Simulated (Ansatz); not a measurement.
**Ga: response to strain**

Aim: deform Ga (zz strain of +3 %) and compute stress, forces and field gradients with LAPW, PAW and all-electron datasets made for the crystal.

Computed with Ansatz 0.2.0 (DFT PBE, scalar-relativistic, unless a step's input says otherwise).

### Step 1. The structure to begin with

Symmetry: Cmcm, No. 63, orthorhombic system. Conventional cell: a = 2.900 Å, b = 8.130 Å, c = 3.170 Å, α = 90.00°, β = 90.00°, γ = 90.00°. Ga (site symmetry m2m) has 8 Ga at 2.68 to 2.90 Å as nearest neighbours.

Coordinates:

```cif
data_structure
_symmetry_space_group_name_H-M 'Cmcm'
_symmetry_Int_Tables_number 63
_cell_length_a 2.9000
_cell_length_b 8.1300
_cell_length_c 3.1700
_cell_angle_alpha 90.000
_cell_angle_beta 90.000
_cell_angle_gamma 90.000
_cell_volume 74.74
loop_
_atom_site_label
_atom_site_type_symbol
_atom_site_symmetry_multiplicity
_atom_site_Wyckoff_symbol
_atom_site_fract_x
_atom_site_fract_y
_atom_site_fract_z
_atom_site_occupancy
Ga1 Ga 4 c 0.50000 0.63300 0.25000 1
```

The file gives the conventional cell by its symmetry; the runs use the cell typed in the input.

Atoms are numbered in the order of the input: Ga1, Ga2.

### Step 2. After the deformation

Space group Cmcm before, Cmcm after.

### Step 3. Full-potential LAPW

Input file input.yaml:

```yaml
crystal:
  lattice:
    - [1.45, -4.065, 0.0]
    - [1.45, 4.065, 0.0]
    - [0.0, 0.0, 3.2651]
  atoms:
    - { symbol: Ga, position: [0.867, 0.133, 0.25] }
    - { symbol: Ga, position: [0.133, 0.867, 0.75] }
kpoints:
  mp_grid: { grid: [12, 12, 10] }
  band_path:
    path:
      - [0.0, 0.0, 0.0]
      - [-0.5, 0.5, 0.0]
      - [-0.2818093587, 0.7181906413, 0.0]
      - [0.2818093587, 0.2818093587, 0.0]
      - [0.0, 0.0, 0.0]
      - [0.0, 0.0, 0.5]
      - [0.2818093587, 0.2818093587, 0.5]
      - [-0.2818093587, 0.7181906413, 0.5]
      - [-0.5, 0.5, 0.5]
    npoints: 5
scf:
  occupations: { method: fermi_dirac, width: 0.08 }
hamiltonian:
  xc: pbe
  pseudopotentials: { kind: all_electron, lapw: { basis_error: 0.001 } }
output:
  forces: true
  stress: true
  eigenvalues: true
```

Launch:

```console
$ ansatz run input.yaml --threads 1 --pin off --max-ram 3072MiB --backend cpu --events-out ev --progress --plain --runs-dir out
```

### Step 4. Frozen-core PAW

Input file input.yaml:

```yaml
crystal:
  lattice:
    - [1.45, -4.065, 0.0]
    - [1.45, 4.065, 0.0]
    - [0.0, 0.0, 3.2651]
  atoms:
    - { symbol: Ga, position: [0.867, 0.133, 0.25] }
    - { symbol: Ga, position: [0.133, 0.867, 0.75] }
kpoints:
  mp_grid: { grid: [12, 12, 10] }
scf:
  occupations: { method: fermi_dirac, width: 0.08 }
hamiltonian:
  xc: pbe
  pseudopotentials: { kind: paw }
output:
  forces: true
  stress: true
  eigenvalues: true
  efg: { contact_densities: true }
```

### Step 5. Datasets made for this crystal

Edit input.yaml of step 4 so:

```diff
@@ -14,3 +14,3 @@
   xc: pbe
-  pseudopotentials: { kind: paw }
+  pseudopotentials: { kind: all_electron, datasets: crystal }
 output:
```

(Steps that only read results are left out.)

Before running it: what results should come out? Wanted: pressure; largest shear or deviatoric stress.

The runs gave:

| quantity | value |
| --- | --- |
| pressure | LAPW 0.04, PAW 0.02, crystal datasets 0.04 GPa |
| largest shear or deviatoric stress (LAPW) | 1.87 GPa |

What this shows: The largest part of the stress beyond the pressure is 1.87 GPa in size, in the xx component; the atoms are carried along and not relaxed. No run of the undeformed cell stands beside it, so the pressure holds what the given cell had before the change. PAW: stress within 0.02 GPa of LAPW, forces within 1 meV/Å. Crystal datasets: stress within 0.01 GPa of LAPW, forces within 1 meV/Å.
